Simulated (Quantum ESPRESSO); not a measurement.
# BN (P6_3mc) in Quantum ESPRESSO: notebook, part 5 of 6

Quantum ESPRESSO 7.5.

### Step 6. Phonons, AM05

Input file pw.in:

```
&CONTROL
  calculation = 'scf'
  prefix = 'pwscf'
  outdir = './tmp'
  pseudo_dir = './pseudo'
  tprnfor = .true.
  tstress = .true.
  disk_io = 'low'
/
&SYSTEM
  ibrav = 0
  celldm(1) = 8
  nat = 4
  ntyp = 2
  ecutwfc = 84
  nbnd = 14
  input_dft = 'XC-000I-000I-120L-135L-000I-000I'
  occupations = 'smearing'
  smearing = 'fd'
  degauss = 0.00367493
/
&ELECTRONS
  conv_thr = 8d-10
  electron_maxstep = 120
  mixing_beta = 0.5
/
ATOMIC_SPECIES
N     14.0070 N.upf
B     10.8100 B.upf
CELL_PARAMETERS alat
  0.6032807982561   0.0000000000000   0.0000000000000
 -0.3016403991399   0.5224564969044   0.0000000000000
  0.0000000000000   0.0000000000000   0.9984497898131
ATOMIC_POSITIONS crystal
N      0.3333333333    0.6666666667    0.1252760000
N      0.6666666667    0.3333333333    0.6252760000
B      0.3333333333    0.6666666667    0.4997240000
B      0.6666666667    0.3333333333    0.9997240000
K_POINTS automatic
8 8 4 0 0 1
```

Input file relax.in:

```
&CONTROL
  calculation = 'vc-relax'
  prefix = 'pwscf'
  outdir = './tmp'
  pseudo_dir = './pseudo'
  tprnfor = .true.
  tstress = .true.
  disk_io = 'low'
  nstep = 40
  forc_conv_thr = 0.0001
  etot_conv_thr = 1d-06
/
&SYSTEM
  ibrav = 0
  celldm(1) = 8
  nat = 4
  ntyp = 2
  ecutwfc = 84
  nbnd = 14
  input_dft = 'XC-000I-000I-120L-135L-000I-000I'
  occupations = 'smearing'
  smearing = 'fd'
  degauss = 0.00367493
/
&ELECTRONS
  conv_thr = 8d-10
  electron_maxstep = 120
  mixing_beta = 0.5
/
&IONS
  ion_dynamics = 'bfgs'
/
&CELL
  cell_dynamics = 'bfgs'
  press = 0
  press_conv_thr = 0.2
/
ATOMIC_SPECIES
N     14.0070 N.upf
B     10.8100 B.upf
CELL_PARAMETERS alat
  0.6032807982561   0.0000000000000   0.0000000000000
 -0.3016403991399   0.5224564969044   0.0000000000000
  0.0000000000000   0.0000000000000   0.9984497898131
ATOMIC_POSITIONS crystal
N      0.3333333333    0.6666666667    0.1252760000
N      0.6666666667    0.3333333333    0.6252760000
B      0.3333333333    0.6666666667    0.4997240000
B      0.6666666667    0.3333333333    0.9997240000
K_POINTS automatic
8 8 4 0 0 1
```

Input file scf2.in:

```
&CONTROL
  calculation = 'scf'
  prefix = 'pwscf'
  outdir = './tmp'
  pseudo_dir = './pseudo'
  tprnfor = .true.
  tstress = .true.
  disk_io = 'low'
/
&SYSTEM
  ibrav = 0
  celldm(1) = 8
  nat = 4
  ntyp = 2
  ecutwfc = 84
  nbnd = 14
  input_dft = 'XC-000I-000I-120L-135L-000I-000I'
  occupations = 'fixed'
/
&ELECTRONS
  conv_thr = 1d-13
  electron_maxstep = 120
  mixing_beta = 0.5
  startingpot = 'file'
  startingwfc = 'file'
/
ATOMIC_SPECIES
N     14.0070 N.upf
B     10.8100 B.upf
CELL_PARAMETERS alat
  0.6002059881389   0.0000000000000   0.0000000000000
 -0.3001029940695   0.5197936332319   0.0000000000000
  0.0000000000000   0.0000000000000   0.9925044131082
ATOMIC_POSITIONS crystal
N      0.3333333334    0.6666666668    0.1252724684
N      0.6666666668    0.3333333334    0.6252724684
B      0.3333333334    0.6666666668    0.4997275316
B      0.6666666668    0.3333333334    0.9997275316
K_POINTS automatic
8 8 4 0 0 1
```

Input file ph.in:

```
phonons of BN
&INPUTPH
  prefix = 'pwscf'
  outdir = './tmp'
  tr2_ph = 1d-18
  fildyn = 'dyn'
  niter_ph = 90
  alpha_mix(1) = 0.7
  epsil = .true.
/
0.0000000000 0.0000000000 0.0000000000
```

Input file dynmat.in:

```
&INPUT
  fildyn = 'dyn'
  asr = 'crystal'
  lperm = .true.
  filout = 'dynmat.disp'
  fileig = 'dynmat.eig'
/
```

Input file dynmat_lo.in:

```
&INPUT
  fildyn = 'dyn'
  asr = 'crystal'
  filout = 'dynmat_lo.disp'
  fileig = 'dynmat_lo.eig'
  q(1) = 0
  q(2) = 0
  q(3) = 1
/
```

Potentials or basis: PseudoDojo 0.4.1 SR PBE standard.

On the command line:

```
> OMP_NUM_THREADS=1 mpirun -n 4 pw.x -nk 4 -in pw.in > pw.out
> OMP_NUM_THREADS=1 mpirun -n 4 pw.x -nk 4 -in relax.in > relax.out
> OMP_NUM_THREADS=1 mpirun -n 4 pw.x -nk 4 -in scf2.in > scf2.out
> OMP_NUM_THREADS=1 mpirun -n 4 ph.x -nk 4 -in ph.in > ph.out
> OMP_NUM_THREADS=1 mpirun -n 1 dynmat.x -in dynmat.in > dynmat.out
> OMP_NUM_THREADS=1 mpirun -n 1 dynmat.x -in dynmat_lo.in > dynmat_lo.out
```

pw.out:

```text
This program is part of the open-source Quantum ESPRESSO suite
     for quantum simulation of materials; please cite
         "P. Giannozzi et al., J. Phys.:Condens. Matter 21 395502 (2009);
         "P. Giannozzi et al., J. Phys.:Condens. Matter 29 465901 (2017);
         "P. Giannozzi et al., J. Chem. Phys. 152 154105 (2020);
     in publications or presentations arising from this work. More details at

     IMPORTANT: XC functional enforced from input :
     Exchange-correlation= XC-000I-000I-120L-135L-000I-000I
                           (   0   0 120 135   0   0   0)
     Any further DFT definition will be discarded
     Please, verify this is what you really want

     Message from routine setup:
     using ibrav=0 with symmetry is DISCOURAGED, use correct ibrav instead

     K-points division:     npool     =       4
     Subspace diagonalization in iterative solution of the eigenvalue problem:
     a serial algorithm will be used

     G-vector sticks info
     --------------------
     sticks:   dense  smooth     PW     G-vecs:    dense   smooth      PW
     Sum         547     547    163                16733    16733    2779

     Using Slab Decomposition

     bravais-lattice index     =            0
     lattice parameter (alat)  =       8.0000  a.u.
     unit-cell volume          =     161.1261 (a.u.)^3
     number of atoms/cell      =            4
     number of atomic types    =            2
     number of electrons       =        16.00
     number of Kohn-Sham states=           14
     kinetic-energy cutoff     =      84.0000  Ry
     charge density cutoff     =     336.0000  Ry
     scf convergence threshold =      8.0E-10
     mixing beta               =       0.5000
     number of iterations used =            8  plain     mixing
     Exchange-correlation= XC-000I-000I-120L-135L-000I-000I
                           (   0   0 120 135   0   0   0)

     celldm(1)=   8.000000  celldm(2)=   0.000000  celldm(3)=   0.000000
     celldm(4)=   0.000000  celldm(5)=   0.000000  celldm(6)=   0.000000

     crystal axes: (cart. coord. in units of alat)
               a(1) = (   0.603281   0.000000   0.000000 )
               a(2) = (  -0.301640   0.522456   0.000000 )
               a(3) = (   0.000000   0.000000   0.998450 )

     reciprocal axes: (cart. coord. in units 2 pi/alat)
               b(1) = (  1.657603  0.957017 -0.000000 )
               b(2) = (  0.000000  1.914035  0.000000 )
               b(3) = (  0.000000 -0.000000  1.001553 )

[... 35 lines left out ...]
                       cart. coord. in units 2pi/alat
        k(    1) = (   0.0000000   0.0000000   0.1251941), wk =   0.0156250
        k(    2) = (   0.0000000   0.0000000   0.3755822), wk =   0.0156250
        k(    3) = (   0.0000000   0.2392544   0.1251941), wk =   0.0937500
        k(    4) = (   0.0000000   0.2392544   0.3755822), wk =   0.0937500
        k(    5) = (   0.0000000   0.4785087   0.1251941), wk =   0.0937500
        k(    6) = (   0.0000000   0.4785087   0.3755822), wk =   0.0937500
[... 12 lines left out ...]
        k(   19) = (   0.4144007   0.9570175   0.1251941), wk =   0.0937500
        k(   20) = (   0.4144007   0.9570175   0.3755822), wk =   0.0937500

     Dense  grid:    16733 G-vectors     FFT dimensions: (  30,  30,  48)

     WARNING: libxc functional with ID  120 depends
      on external parameters: check the user_guide of
      QE if you need to modify them or to check their
      default values.

     WARNING: libxc functional with ID  135 depends
      on external parameters: check the user_guide of
      QE if you need to modify them or to check their
      default values.

     Initial potential from superposition of free atoms

     starting charge      15.9995, renormalised to      16.0000
     Starting wfcs are   16 randomized atomic wfcs

     Self-consistent Calculation

     iteration #  1     ecut=    84.00 Ry     beta= 0.50
     Davidson diagonalization with overlap
     ethr =  1.00E-02,  avg # of iterations =  3.0

     total energy              =     -53.31362903 Ry
     estimated scf accuracy    <       0.36948384 Ry
[... 50 lines left out ...]
     iteration #  9     ecut=    84.00 Ry     beta= 0.50
     Davidson diagonalization with overlap
     ethr =  2.38E-10,  avg # of iterations =  2.0

     End of self-consistent calculation

          k = 0.0000 0.0000 0.1252 (  2063 PWs)   bands (ev):

    -9.1057  -5.3877   0.7288   9.1165   9.1165  10.3615  11.0664  11.0664
    19.5893  19.5893  19.8900  20.5161  21.7939  22.7997
[... 33 lines left out ...]
    -5.6752  -4.6290   2.0202   3.0590   6.1619   7.2019   8.1252   8.2477
    17.6447  18.4163  21.3060  22.4595  23.7285  26.1156

          k = 0.0000-0.9570 0.1252 (  2102 PWs)   bands (ev):

    -5.0439  -3.8443   1.4174   3.0101   4.6916   6.2680   7.0623   8.9036
    17.7831  18.5712  21.9778  22.5267  24.1058  24.4244

          k = 0.0000-0.9570 0.3756 (  2092 PWs)   bands (ev):

    -4.6346  -4.0990   0.9259   1.6226   6.7333   6.8994   7.9272   7.9615
    17.4635  17.8628  21.4088  21.4940  23.9708  26.2427

          k = 0.2072 0.3589 0.1252 (  2090 PWs)   bands (ev):
[... 46 lines left out ...]
    -4.0372  -3.7348   1.8740   2.3624   3.5907   4.7673   7.5371   8.0582
    19.1483  20.7048  20.9344  22.7893  24.9186  24.9685

     the Fermi energy is    13.1120 ev

!    total energy              =     -53.37982808 Ry
     estimated scf accuracy    <          2.8E-10 Ry
     smearing contrib. (-TS)   =       0.00000000 Ry
     internal energy E=F+TS    =     -53.37982808 Ry

     The total energy is F=E-TS. E is the sum of the following terms:
     one-electron contribution =       9.09423216 Ry
     hartree contribution      =       7.14795131 Ry
     xc contribution           =     -17.19311741 Ry
     ewald contribution        =     -52.42889415 Ry

     convergence has been achieved in   9 iterations

     Forces acting on atoms (cartesian axes, Ry/au):

     atom    1 type  1   force =    -0.00000000    0.00000000   -0.00044905
     atom    2 type  1   force =     0.00000000   -0.00000000   -0.00044905
     atom    3 type  2   force =     0.00000000   -0.00000000    0.00044905
     atom    4 type  2   force =     0.00000000    0.00000000    0.00044905

     Total force =     0.000898     Total SCF correction =     0.000003

     Computing stress (Cartesian axis) and pressure

          total   stress  (Ry/bohr**3)                   (kbar)     P=      -60.62
  -0.00039104  -0.00000000   0.00000000          -57.52       -0.00        0.00
  -0.00000000  -0.00039104   0.00000000           -0.00      -57.52        0.00
   0.00000000   0.00000000  -0.00045419            0.00        0.00      -66.81

=------------------------------------------------------------------------------=
   JOB DONE.
=------------------------------------------------------------------------------=
```

scf2.out:

```text
This program is part of the open-source Quantum ESPRESSO suite
     for quantum simulation of materials; please cite
         "P. Giannozzi et al., J. Phys.:Condens. Matter 21 395502 (2009);
         "P. Giannozzi et al., J. Phys.:Condens. Matter 29 465901 (2017);
         "P. Giannozzi et al., J. Chem. Phys. 152 154105 (2020);
[... 291 lines left out ...]
  -0.00000000  -0.00000010   0.00000000           -0.00       -0.01        0.00
   0.00000000   0.00000000  -0.00000101            0.00        0.00       -0.15

=------------------------------------------------------------------------------=
   JOB DONE.
=------------------------------------------------------------------------------=
```

It took 2.6 min on 4 MPI ranks of Intel Xeon at 2.50GHz (Skylake/Cascade Lake), shared host; peak memory 0.32 GiB.

Results:

```
Free energy                                             : -726.2769 eV
Relaxed volume                                          : 5.87 Å³/atom
Relaxed cell                                            : a = 2.541 Å, b = 2.541 Å, c = 4.202 Å, α = 90.00°, β = 90.00°, γ = 120.00°
Space group after relaxing (to 0.05 Å)                  : P6_3mc (No. 186)
Pressure after relaxing                                 : 0.0 GPa
Electronic dielectric tensor (diagonal)                 : 4.55, 4.55, 4.70
Born charges (mean of the diagonal)                     : N -1.86; B +1.86 e
Highest phonon frequency at Γ, LO-TO splitting left out : 1118 cm⁻¹
Static dielectric tensor (diagonal)                     : 6.57, 6.57, 7.08
```

The path:
| step | energy change (eV) | largest force (eV/Å) | pressure (GPa) | volume (Å³) |
| --- | --- | --- | --- | --- |
| 1 | 0.0000 | 0.0115 | -6.06 | 23.88 |
| 2 | -0.0010 | 0.0202 | 5.89 | 23.15 |
| 3 | -0.0074 | 0.0004 | -0.12 | 23.50 |
| 4 | -0.0074 | 0.0001 | 0.00 | 23.49 |

Final structure:
```yaml
crystal:
  lattice:
    - [2.54092, 0.00000, 0.00000]
    - [-1.27046, 2.20050, 0.00000]
    - [0.00000, 0.00000, 4.20169]
  atoms:
    - { symbol: N, position: [0.33333, 0.66667, 0.12527] }
    - { symbol: N, position: [0.66667, 0.33333, 0.62527] }
    - { symbol: B, position: [0.33333, 0.66667, 0.49973] }
    - { symbol: B, position: [0.66667, 0.33333, 0.99973] }
```

Levels at points of the mesh, in eV from the valence-band top:
| k point | band 4 | band 5 | band 6 | band 7 | band 8 | band 9 | band 10 | band 11 | band 12 | band 13 |
| --- | --- | --- | --- | --- | --- | --- | --- | --- | --- | --- |
| (0.00, 0.00, 0.12) | -1.99 | -1.99 | -0.71 | 0.00 | 0.00 | 8.59 | 8.59 | 8.94 | 9.63 | 10.97 |

Phonon frequencies in cm⁻¹ (negative: imaginary):
```
              q point                                       frequencies
(0.000, 0.000, 0.000)  -4 -2 -2 469 469 971 971 972 1033 1066 1066 1118
```

Electronic dielectric tensor:
```
4.55 0.00 0.00
0.00 4.55 0.00
0.00 0.00 4.70
```

Born effective charge tensors (e):
atom 1, N
```
-1.83  0.00  0.00
 0.00 -1.83  0.00
 0.00  0.00 -1.92
```
atom 2, N
```
-1.83  0.00  0.00
 0.00 -1.83  0.00
 0.00  0.00 -1.92
```
atom 3, B
```
1.83 0.00 0.00
0.00 1.83 0.00
0.00 0.00 1.92
```
atom 4, B
```
1.83 0.00 0.00
0.00 1.83 0.00
0.00 0.00 1.92
```

Optical modes at Γ, degenerate ones joined, polar ones without the macroscopic field:
| cm⁻¹ | components | symmetry | active in | IR intensity, summed ((D/Å)²/amu) |
| --- | --- | --- | --- | --- |
| 469 | 2 | E2 | Raman | 0.00 |
| 971 | 2 | E2 | Raman | 0.00 |
| 972 | 1 | B1 | silent | 0.00 |
| 1033 | 1 | A1 | IR and Raman | 28.00 |
| 1066 | 2 | E1 | IR and Raman | 50.53 |
| 1118 | 1 | B1 | silent | 0.00 |

Zone-centre frequencies without and with the macroscopic field along z (cm⁻¹):
|  | optical modes in rising order |
| --- | --- |
| without | 469 469 971 971 972 1033 1066 1066 1118 |
| with the field | 469 469 971 971 972 1066 1066 1118 1268 |

Static dielectric tensor, electrons and zone-centre modes:
```
6.57 0.00 0.00
0.00 6.57 0.00
0.00 0.00 7.08
```

Caveat: the potentials were made for another functional, which shifts forces and pressure.

(Part 5 of 6 ends here.)
